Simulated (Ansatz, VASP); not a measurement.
# Ir: VASP beside Ansatz

The input INCAR:

```
  ALGO = Normal
  EDIFF = 1E-6
  ENCUT = 520
  GGA = PE
  ISIF = 2
  ISMEAR = -1
  LASPH = T
  LCHARG = F
  LREAL = F
  LWAVE = F
  NBANDS = 10
  NELM = 60
  PREC = Accurate
  SIGMA = 0.08
```

Contents of KPOINTS:

```
k-points
0
Gamma
  19 19 19
```

File POSCAR:

```
Ir
1.0
   -1.5860357064      1.5860357064      1.5860357064
    1.5860357064     -1.5860357064      1.5860357064
    1.5860357064      1.5860357064     -1.5860357064
Ir
1
Direct
    0.0000000000      0.0000000000      0.0000000000
```

Input for Ansatz:

```yaml
crystal:
  lattice:
    - [-1.5860357064, 1.5860357064, 1.5860357064]
    - [1.5860357064, -1.5860357064, 1.5860357064]
    - [1.5860357064, 1.5860357064, -1.5860357064]
  atoms:
    - { symbol: Ir, position: [0.0, 0.0, 0.0] }
kpoints:
  mp_grid: { grid: [19, 19, 19] }
scf:
  occupations: { method: fermi_dirac, width: 0.08 }
hamiltonian:
  xc: pbe
  pseudopotentials: { kind: all_electron, lapw: { basis_error: 0.001 } }
output:
  forces: true
  stress: true
  eigenvalues: true
```

Change from the starting cell: volume scaled by 1.06.

Alike in both runs: task single point; functional PBE; k mesh 19 × 19 × 19; occupations fermi-dirac, width 0.08 eV; no spin polarisation.

```csv
,VASP,Ansatz
version,VASP 6.6.1,Ansatz 0.2.0
potentials or method,"VASP PAW PBE potentials, release 64 (Ir)","all-electron LAPW, scalar-relativistic"
plane-wave cutoff (eV),520,see its input
```

```tsv
	VASP	Ansatz	Ansatz less VASP
pressure (GPa)	-15.1	-15.4	-0.33
```

Ansatz ran all-electron here, so the differences hold the error of VASP's frozen core and of both bases.

Caveats: so large a pressure means that the cell lies far from this level's equilibrium, or that cutoff or potentials fall short (VASP). The runs have no spin-orbit coupling, so splittings on Ir are missing.
